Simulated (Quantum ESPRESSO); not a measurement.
# Fe (P6_3/mmc) in Quantum ESPRESSO: a series of runs

One crystal, Fe, is run at these levels: LDA; tasks: single point, equation of state.

All numbers are computed with Quantum ESPRESSO 7.5; they aren't measurements. Logs are shortened: lines on timing, memory, paths and dates and some standing lists are left out, and cuts for length are marked.

### Step 1. The structure

It takes space group P6_3/mmc (No. 194, hexagonal). Conventional cell: a = 2.434 Å, b = 2.434 Å, c = 3.842 Å, α = 90.00°, β = 90.00°, γ = 120.00°. Fe (site symmetry -6m2) has 12 Fe at 2.38 to 2.43 Å as nearest neighbours.

This isn't the form of Fe at room conditions, which is bcc.

### Step 2. Single point, LDA, collinear spin, ferromagnetic start, 9.27 Å³/atom

File pw.in:

```
&CONTROL
  calculation = 'scf'
  prefix = 'pwscf'
  outdir = './tmp'
  pseudo_dir = './pseudo'
  tprnfor = .true.
  tstress = .true.
  disk_io = 'nowf'
/
&SYSTEM
  ibrav = 0
  nat = 2
  ntyp = 1
  ecutwfc = 56
  ecutrho = 448
  nbnd = 27
  occupations = 'smearing'
  smearing = 'fd'
  degauss = 0.00367493
  nspin = 2
  starting_magnetization(1) = 0.1875
/
&ELECTRONS
  conv_thr = 4d-10
  electron_maxstep = 120
  mixing_beta = 0.3
/
ATOMIC_SPECIES
Fe    55.8450 fe_lda_v1.5.uspp.F.UPF
CELL_PARAMETERS angstrom
   2.3844669570    0.0000000000    0.0000000000
  -1.1922334785    2.0650089592    0.0000000000
   0.0000000000    0.0000000000    3.7635056374
ATOMIC_POSITIONS crystal
Fe     0.6666666667    0.3333333333    0.7500000000
Fe     0.3333333333    0.6666666667    0.2500000000
K_POINTS automatic
12 12 7 0 0 0
```

Potentials or basis: GBRV 1.5 LDA.

On the command line:

```sh
OMP_NUM_THREADS=1 mpirun -n 2 pw.x -nk 2 -in pw.in > pw.out
```

pw.out:

```text
This program is part of the open-source Quantum ESPRESSO suite
     for quantum simulation of materials; please cite
[... 6 lines left out ...]
     using ibrav=0 with symmetry is DISCOURAGED, use correct ibrav instead

     K-points division:     npool     =       2
     Subspace diagonalization in iterative solution of the eigenvalue problem:
     a serial algorithm will be used

     G-vector sticks info
     --------------------
     sticks:   dense  smooth     PW     G-vecs:    dense   smooth      PW
     Sum         637     313     97                20111     7065    1291

     Using Slab Decomposition

     bravais-lattice index     =            0
     lattice parameter (alat)  =       4.5060  a.u.
     unit-cell volume          =     125.0554 (a.u.)^3
     number of atoms/cell      =            2
     number of atomic types    =            1
     number of electrons       =        32.00
     number of Kohn-Sham states=           27
     kinetic-energy cutoff     =      56.0000  Ry
     charge density cutoff     =     448.0000  Ry
     scf convergence threshold =      4.0E-10
     mixing beta               =       0.3000
     number of iterations used =            8  plain     mixing
     Exchange-correlation=  SLA  PZ   NOGX NOGC
                           (   1   1   0   0   0   0   0)

     celldm(1)=   4.505990  celldm(2)=   0.000000  celldm(3)=   0.000000
     celldm(4)=   0.000000  celldm(5)=   0.000000  celldm(6)=   0.000000

     crystal axes: (cart. coord. in units of alat)
               a(1) = (   1.000000   0.000000   0.000000 )
               a(2) = (  -0.500000   0.866025   0.000000 )
               a(3) = (   0.000000   0.000000   1.578343 )

     reciprocal axes: (cart. coord. in units 2 pi/alat)
               b(1) = (  1.000000  0.577350 -0.000000 )
               b(2) = (  0.000000  1.154701  0.000000 )
               b(3) = (  0.000000 -0.000000  0.633576 )

     PseudoPot. # 1 for Fe read from file:
     fe_lda_v1.5.uspp.F.UPF
     Pseudo is Ultrasoft + core correction, Zval = 16.0
     Generated by new atomic code, or converted to UPF format
     Using radial grid of  861 points,  6 beta functions with:
                l(1) =   0
                l(2) =   0
                l(3) =   1
                l(4) =   1
                l(5) =   2
                l(6) =   2
     Q(r) pseudized with  8 coefficients,  rinner =    1.000   1.000   1.000
                                                       1.000   1.000

     atomic species   valence    mass     pseudopotential
     Fe               16.00    55.84500     Fe( 1.00)

     Starting magnetic structure
     atomic species   magnetization
     Fe              0.188

     24 Sym. Ops., with inversion, found (12 have fractional translation)

   Cartesian axes

     site n.     atom                  positions (alat units)
         1        Fe     tau(   1) = (   0.5000000   0.2886751   1.1837569  )
         2        Fe     tau(   2) = (  -0.0000000   0.5773503   0.3945856  )

     number of k points=    76  Fermi-Dirac smearing, width (Ry)=  0.0037
                       cart. coord. in units 2pi/alat
        k(    1) = (   0.0000000   0.0000000   0.0000000), wk =   0.0009921
        k(    2) = (   0.0000000   0.0000000   0.0905109), wk =   0.0019841
        k(    3) = (   0.0000000   0.0000000   0.1810217), wk =   0.0019841
        k(    4) = (   0.0000000   0.0000000   0.2715326), wk =   0.0019841
        k(    5) = (   0.0000000   0.0962250   0.0000000), wk =   0.0059524
        k(    6) = (   0.0000000   0.0962250   0.0905109), wk =   0.0119048
[... 68 lines left out ...]
        k(   75) = (   0.3333333   0.5773503   0.1810217), wk =   0.0039683
        k(   76) = (   0.3333333   0.5773503   0.2715326), wk =   0.0039683

     Dense  grid:    20111 G-vectors     FFT dimensions: (  32,  32,  48)

     Smooth grid:     7065 G-vectors     FFT dimensions: (  24,  24,  36)

     Check: negative core charge=   -0.000049
     Generating pointlists ...
     new r_m :   0.4033 (alat units)  1.8175 (a.u.) for type    1

     Initial potential from superposition of free atoms

     starting charge      30.0000, renormalised to      32.0000
     Starting wfcs are   26 randomized atomic wfcs +    1 random wfcs

     Self-consistent Calculation

     iteration #  1     ecut=    56.00 Ry     beta= 0.30
     Davidson diagonalization with overlap
     ethr =  1.00E-02,  avg # of iterations =  4.8

     total energy              =    -499.76247446 Ry
     estimated scf accuracy    <       4.57564928 Ry

     total magnetization       =     1.76 Bohr mag/cell
     absolute magnetization    =     1.86 Bohr mag/cell

     iteration #  2     ecut=    56.00 Ry     beta= 0.30
     Davidson diagonalization with overlap
     ethr =  1.00E-02,  avg # of iterations =  2.0

     total energy              =    -500.56744906 Ry
     estimated scf accuracy    <       0.04441437 Ry

     total magnetization       =     3.14 Bohr mag/cell
     absolute magnetization    =     3.18 Bohr mag/cell

     iteration #  3     ecut=    56.00 Ry     beta= 0.30
     Davidson diagonalization with overlap
     ethr =  1.39E-04,  avg # of iterations =  2.3

     total energy              =    -500.59085962 Ry
     estimated scf accuracy    <       0.03827025 Ry

     total magnetization       =     2.61 Bohr mag/cell
     absolute magnetization    =     2.68 Bohr mag/cell

     iteration #  4     ecut=    56.00 Ry     beta= 0.30
     Davidson diagonalization with overlap
     ethr =  1.20E-04,  avg # of iterations =  1.1

     total energy              =    -500.60651092 Ry
     estimated scf accuracy    <       0.02652720 Ry

     total magnetization       =     1.83 Bohr mag/cell
     absolute magnetization    =     1.93 Bohr mag/cell

     iteration #  5     ecut=    56.00 Ry     beta= 0.30
     Davidson diagonalization with overlap
     ethr =  8.29E-05,  avg # of iterations =  1.4

     total energy              =    -500.63362301 Ry
     estimated scf accuracy    <       0.00589904 Ry

     total magnetization       =     0.60 Bohr mag/cell
     absolute magnetization    =     0.70 Bohr mag/cell

     iteration #  6     ecut=    56.00 Ry     beta= 0.30
     Davidson diagonalization with overlap
     ethr =  1.84E-05,  avg # of iterations =  1.3

     total energy              =    -500.63484635 Ry
     estimated scf accuracy    <       0.00366138 Ry

     total magnetization       =     0.40 Bohr mag/cell
     absolute magnetization    =     0.49 Bohr mag/cell

     iteration #  7     ecut=    56.00 Ry     beta= 0.30
     Davidson diagonalization with overlap
     ethr =  1.14E-05,  avg # of iterations =  1.5

     total energy              =    -500.63712096 Ry
     estimated scf accuracy    <       0.00064236 Ry

     total magnetization       =     0.11 Bohr mag/cell
     absolute magnetization    =     0.15 Bohr mag/cell

     iteration #  8     ecut=    56.00 Ry     beta= 0.30
     Davidson diagonalization with overlap
     ethr =  2.01E-06,  avg # of iterations =  1.9

     total energy              =    -500.63666484 Ry
     estimated scf accuracy    <       0.00005982 Ry

     total magnetization       =     0.04 Bohr mag/cell
     absolute magnetization    =     0.06 Bohr mag/cell

     iteration #  9     ecut=    56.00 Ry     beta= 0.30
     Davidson diagonalization with overlap
     ethr =  1.87E-07,  avg # of iterations =  2.3

     total energy              =    -500.63713902 Ry
     estimated scf accuracy    <       0.00015844 Ry

     total magnetization       =    -0.11 Bohr mag/cell
     absolute magnetization    =     0.12 Bohr mag/cell

     iteration # 10     ecut=    56.00 Ry     beta= 0.30
     Davidson diagonalization with overlap
     ethr =  1.87E-07,  avg # of iterations =  2.0

     total energy              =    -500.63739206 Ry
     estimated scf accuracy    <       0.00000055 Ry

     total magnetization       =    -0.00 Bohr mag/cell
     absolute magnetization    =     0.00 Bohr mag/cell

     iteration # 11     ecut=    56.00 Ry     beta= 0.30
     Davidson diagonalization with overlap
     ethr =  1.71E-09,  avg # of iterations =  1.4

     total energy              =    -500.63739229 Ry
     estimated scf accuracy    <       0.00000028 Ry

     total magnetization       =    -0.00 Bohr mag/cell
     absolute magnetization    =     0.00 Bohr mag/cell

     iteration # 12     ecut=    56.00 Ry     beta= 0.30
     Davidson diagonalization with overlap
     ethr =  8.78E-10,  avg # of iterations =  1.5

     total energy              =    -500.63739237 Ry
     estimated scf accuracy    <          7.0E-09 Ry

     total magnetization       =    -0.00 Bohr mag/cell
     absolute magnetization    =     0.00 Bohr mag/cell

     iteration # 13     ecut=    56.00 Ry     beta= 0.30
     Davidson diagonalization with overlap
     ethr =  2.17E-11,  avg # of iterations =  1.7

     total energy              =    -500.63739237 Ry
     estimated scf accuracy    <          1.6E-09 Ry

     total magnetization       =    -0.00 Bohr mag/cell
     absolute magnetization    =     0.00 Bohr mag/cell

     iteration # 14     ecut=    56.00 Ry     beta= 0.30
     Davidson diagonalization with overlap
     ethr =  4.95E-12,  avg # of iterations =  1.5

     Magnetic moment per site  (integrated on atomic sphere of radius R)
     atom   1 (R=0.403)  charge= 14.3391  magn= -0.0000
     atom   2 (R=0.403)  charge= 14.3391  magn= -0.0000

     End of self-consistent calculation

     Number of k-points >= 100: set verbosity='high' to print the bands.

     the Fermi energy is    22.8273 ev

!    total energy              =    -500.63739237 Ry
     estimated scf accuracy    <          6.9E-11 Ry
     smearing contrib. (-TS)   =      -0.00128896 Ry
     internal energy E=F+TS    =    -500.63610341 Ry

     The total energy is F=E-TS. E is the sum of the following terms:
     one-electron contribution =    -188.82629798 Ry
     hartree contribution      =     118.44737162 Ry
     xc contribution           =     -57.75650073 Ry
     ewald contribution        =    -372.50067633 Ry

     total magnetization       =    -0.00 Bohr mag/cell
     absolute magnetization    =     0.00 Bohr mag/cell

     convergence has been achieved in  14 iterations

     Forces acting on atoms (cartesian axes, Ry/au):

     atom    1 type  1   force =    -0.00000000    0.00000000    0.00000000
     atom    2 type  1   force =     0.00000000   -0.00000000    0.00000000

     Total force =     0.000000     Total SCF correction =     0.000000

     Computing stress (Cartesian axis) and pressure

          total   stress  (Ry/bohr**3)                   (kbar)     P=      111.55
   0.00070439  -0.00000000   0.00000000          103.62       -0.00        0.00
  -0.00000000   0.00070439   0.00000000           -0.00      103.62        0.00
   0.00000000   0.00000000   0.00086622            0.00        0.00      127.42

=------------------------------------------------------------------------------=
   JOB DONE.
=------------------------------------------------------------------------------=
```

It took 33 s on 2 MPI ranks of Arm Neoverse V2, shared host; peak memory 0.22 GiB.

What came out:

| Quantity | Value |
| --- | --- |
| Free energy | -6811.5187 eV |
| Pressure | 11.2 GPa |
| Band gap on the k mesh | none (metal or under the smearing width) |
| Net moment | 0.00 μB per cell |
| Absolute moment | 0.00 μB per cell |
| Valence electrons inside the program's atomic spheres | Fe 14.34 |

Caveat: the starting moments collapsed, and a magnetic state may lie lower.

### Step 3. Single point, LDA, collinear spin, ferromagnetic start, 9.46 Å³/atom

Changes to pw.in since step 2:

```diff
@@ -30,5 +30,5 @@
 CELL_PARAMETERS angstrom
-   2.3844669570    0.0000000000    0.0000000000
-  -1.1922334785    2.0650089592    0.0000000000
-   0.0000000000    0.0000000000    3.7635056374
+   2.4012595311    0.0000000000    0.0000000000
+  -1.2006297656    2.0795517550    0.0000000000
+   0.0000000000    0.0000000000    3.7900100715
 ATOMIC_POSITIONS crystal
```

Potentials or basis: GBRV 1.5 LDA.

On the command line:

```sh
OMP_NUM_THREADS=1 mpirun -n 2 pw.x -nk 2 -in pw.in > pw.out
```

Wall time 35 s (2 MPI ranks of Arm Neoverse V2, shared host); peak memory 0.22 GiB.

It converged, with:

| Property | Result |
| --- | --- |
| Free energy | -6811.5363 eV |
| Pressure | 3.1 GPa |
| Band gap on the k mesh | none (metal or under the smearing width) |
| Net moment | 0.00 μB per cell |
| Absolute moment | 0.00 μB per cell |
| Valence electrons inside the program's atomic spheres | Fe 14.36 |

Caveat: the starting moments collapsed, and a magnetic state may lie lower.

### Step 4. Single point, LDA, collinear spin, ferromagnetic start, 9.66 Å³/atom

Changes to pw.in since step 3:

```diff
@@ -30,5 +30,5 @@
 CELL_PARAMETERS angstrom
-   2.4012595311    0.0000000000    0.0000000000
-  -1.2006297656    2.0795517550    0.0000000000
-   0.0000000000    0.0000000000    3.7900100715
+   2.4178204650    0.0000000000    0.0000000000
+  -1.2089102325    2.0938939445    0.0000000000
+   0.0000000000    0.0000000000    3.8161488980
 ATOMIC_POSITIONS crystal
```

On the command line:

```sh
OMP_NUM_THREADS=1 mpirun -n 2 pw.x -nk 2 -in pw.in > pw.out
```

Run time: 34 s. Hardware: 2 MPI ranks of Arm Neoverse V2, shared host; peak memory 0.22 GiB.

The run converged. Its results:

```
Free energy                                           : -6811.5352 eV
Pressure                                              : -4.0 GPa
Band gap on the k mesh                                : none (metal or under the smearing width)
Net moment                                            : 0.00 μB per cell
Absolute moment                                       : 0.00 μB per cell
Valence electrons inside the program's atomic spheres : Fe 14.37
```

Caveat: the starting moments collapsed, and a magnetic state may lie lower.

### Step 5. Single point, LDA, collinear spin, ferromagnetic start, 9.86 Å³/atom

Changes to pw.in since step 4:

```diff
@@ -30,5 +30,5 @@
 CELL_PARAMETERS angstrom
-   2.4178204650    0.0000000000    0.0000000000
-  -1.2089102325    2.0938939445    0.0000000000
-   0.0000000000    0.0000000000    3.8161488980
+   2.4341575853    0.0000000000    0.0000000000
+  -1.2170787927    2.1080423057    0.0000000000
+   0.0000000000    0.0000000000    3.8419344700
 ATOMIC_POSITIONS crystal
```

On the command line:

```sh
OMP_NUM_THREADS=1 mpirun -n 2 pw.x -nk 2 -in pw.in > pw.out
```

It took 41 s on 2 MPI ranks of Arm Neoverse V2, shared host; peak memory 0.22 GiB.

Results (log left out):

```
Free energy                                           : -6811.5175 eV
Pressure                                              : -10.4 GPa
Band gap on the k mesh                                : none (metal or under the smearing width)
Net moment                                            : 0.00 μB per cell
Absolute moment                                       : 0.00 μB per cell
Valence electrons inside the program's atomic spheres : Fe 14.39
```

Caveat: the starting moments collapsed, and a magnetic state may lie lower.

### Step 6. Single point, LDA, collinear spin, ferromagnetic start, 10.05 Å³/atom

Changes to pw.in since step 5:

```diff
@@ -30,5 +30,5 @@
 CELL_PARAMETERS angstrom
-   2.4341575853    0.0000000000    0.0000000000
-  -1.2170787927    2.1080423057    0.0000000000
-   0.0000000000    0.0000000000    3.8419344700
+   2.4502783040    0.0000000000    0.0000000000
+  -1.2251391521    2.1220032576    0.0000000000
+   0.0000000000    0.0000000000    3.8673784861
 ATOMIC_POSITIONS crystal
```

Potentials or basis: GBRV 1.5 LDA.

On the command line:

```sh
OMP_NUM_THREADS=1 mpirun -n 2 pw.x -nk 2 -in pw.in > pw.out
```

Wall time 45 s (2 MPI ranks of Arm Neoverse V2, shared host); peak memory 0.24 GiB.

It converged, with:

```yaml
Free_energy: -6811.4850 eV
Pressure: -16.1 GPa
Band_gap_on_the_k_mesh: none (metal or under the smearing width)
Net_moment: 0.00 μB per cell
Absolute_moment: 0.00 μB per cell
Valence_electrons_inside_the_program's_atomic_spheres: Fe 14.40
```

Caveat: the starting moments collapsed, and a magnetic state may lie lower.

### Step 7. Single point, LDA, collinear spin, ferromagnetic start, 10.25 Å³/atom

Changes to pw.in since step 6:

```diff
@@ -30,5 +30,5 @@
 CELL_PARAMETERS angstrom
-   2.4502783040    0.0000000000    0.0000000000
-  -1.2251391521    2.1220032576    0.0000000000
-   0.0000000000    0.0000000000    3.8673784861
+   2.4661896479    0.0000000000    0.0000000000
+  -1.2330948240    2.1357828857    0.0000000000
+   0.0000000000    0.0000000000    3.8924920371
 ATOMIC_POSITIONS crystal
```

On the command line:

```sh
OMP_NUM_THREADS=1 mpirun -n 2 pw.x -nk 2 -in pw.in > pw.out
```

Wall time 45 s (2 MPI ranks of Arm Neoverse V2, shared host); peak memory 0.24 GiB.

The run converged. Its results:

| Item | Value |
| --- | --- |
| Free energy | -6811.4393 eV |
| Pressure | -21.1 GPa |
| Band gap on the k mesh | none (metal or under the smearing width) |
| Net moment | 0.00 μB per cell |
| Absolute moment | 0.00 μB per cell |
| Valence electrons inside the program's atomic spheres | Fe 14.42 |

Caveat: the starting moments collapsed, and a magnetic state may lie lower.

### Step 8. Single point, LDA, collinear spin, ferromagnetic start, 10.45 Å³/atom

Changes to pw.in since step 7:

```diff
@@ -30,5 +30,5 @@
 CELL_PARAMETERS angstrom
-   2.4661896479    0.0000000000    0.0000000000
-  -1.2330948240    2.1357828857    0.0000000000
-   0.0000000000    0.0000000000    3.8924920371
+   2.4818982858    0.0000000000    0.0000000000
+  -1.2409491429    2.1493869651    0.0000000000
+   0.0000000000    0.0000000000    3.9172856485
 ATOMIC_POSITIONS crystal
```

On the command line:

```sh
OMP_NUM_THREADS=1 mpirun -n 2 pw.x -nk 2 -in pw.in > pw.out
```

Wall time 45 s (2 MPI ranks of Arm Neoverse V2, shared host); peak memory 0.24 GiB.

It converged, with:

| Property | Result |
| --- | --- |
| Free energy | -6811.3817 eV |
| Pressure | -25.7 GPa |
| Band gap on the k mesh | none (metal or under the smearing width) |
| Net moment | 0.00 μB per cell |
| Absolute moment | 0.00 μB per cell |
| Valence electrons inside the program's atomic spheres | Fe 14.43 |

Caveat: the starting moments collapsed, and a magnetic state may lie lower.

### Step 9. Equation of state, LDA, collinear spin, ferromagnetic start

Potentials or basis: GBRV 1.5 LDA.

No new run: the results of the series are fitted here.

What came out:

```yaml
Equilibrium_volume: 9.55 Å³/atom
Bulk_modulus_at_fixed_shape_and_positions: 349 GPa
Pressure_derivative_of_the_bulk_modulus: 4.6
```

Energy against volume, from the lowest point:
| volume (Å³/atom) | energy (meV/atom) |
| --- | --- |
| 9.266 | 8.79 |
| 9.463 | 0.00 |
| 9.660 | 0.54 |
| 9.857 | 9.40 |
| 10.054 | 25.66 |
| 10.251 | 48.51 |
| 10.448 | 77.28 |

Caveat: the cell was scaled at fixed shape and fractional positions, which overstates the stiffness of a crystal with free parameters, most of all of layers and chains.
